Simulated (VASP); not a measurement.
Input of a VASP 6.6.1 run:

INCAR

```
SYSTEM = Bi2Te3
PREC = Accurate
ENCUT = 600
EDIFF = 1E-7
ISMEAR = 0
SIGMA = 0.03
LREAL = .False.
LASPH = .True.
NELM = 80
ALGO = Fast
ISIF = 4
LWAVE = .False.
LCHARG = .False.
GGA = PE
IVDW = 12
IBRION = 2
NSW = 40
EDIFFG = -0.01
```

The input KPOINTS:

```
regular mesh
0
Gamma
  7 7 7
  0 0 0
```

File POSCAR:

```
Bi2Te3                                  
1.0
    2.1930674999      1.2661681114     10.0919282338
   -2.1930674999      1.2661681114     10.0919282338
    0.0000000000     -2.5323362229     10.0919282338
  Bi              Te            
     2     3
Direct
     0.4001245877623609    0.4001245877623609    0.4001245877623609
     0.5998754122376390    0.5998754122376390    0.5998754122376390
     0.0000000000000000    0.0000000000000000    0.0000000000000000
     0.2092503255772209    0.2092503255772209    0.2092503255772209
     0.7907496744227791    0.7907496744227791    0.7907496744227791
```

Potentials or basis: VASP PAW PBE potentials, release 64 (Bi_d, Te).

The run is started by

```sh
$ cat potpaw_PBE.64/Bi_d/POTCAR potpaw_PBE.64/Te/POTCAR > POTCAR
$ mpirun -np 1 vasp_std > vasp.out
```

Question: Estimate the band gap on the k mesh.

Answer: 0.25 eV, direct.

Question: What does it give for the dispersion energy per atom?

Answer: -0.451 eV.

Final structure:
```cif
data_structure
_symmetry_space_group_name_H-M 'P 1'
_symmetry_Int_Tables_number 1
_cell_length_a 10.4048
_cell_length_b 10.4048
_cell_length_c 10.4048
_cell_angle_alpha 24.336
_cell_angle_beta 24.336
_cell_angle_gamma 24.336
_cell_volume 168.14
loop_
_atom_site_label
_atom_site_type_symbol
_atom_site_fract_x
_atom_site_fract_y
_atom_site_fract_z
_atom_site_occupancy
Bi1 Bi 0.40012 0.40012 0.40012 1
Bi2 Bi 0.59988 0.59988 0.59988 1
Te1 Te 0.00000 0.00000 0.00000 1
Te2 Te 0.20925 0.20925 0.20925 1
Te3 Te 0.79075 0.79075 0.79075 1
```

Caveat: the relaxation stopped at its first step, so nothing moved; spin-orbit coupling is left out, which as a rule narrows the gap of such compounds by several tenths of an eV; an odd mesh through Γ misses points on the zone boundary, where band edges often lie.

The gap isn't set beside the measured one, since this odd mesh misses points on the zone boundary.
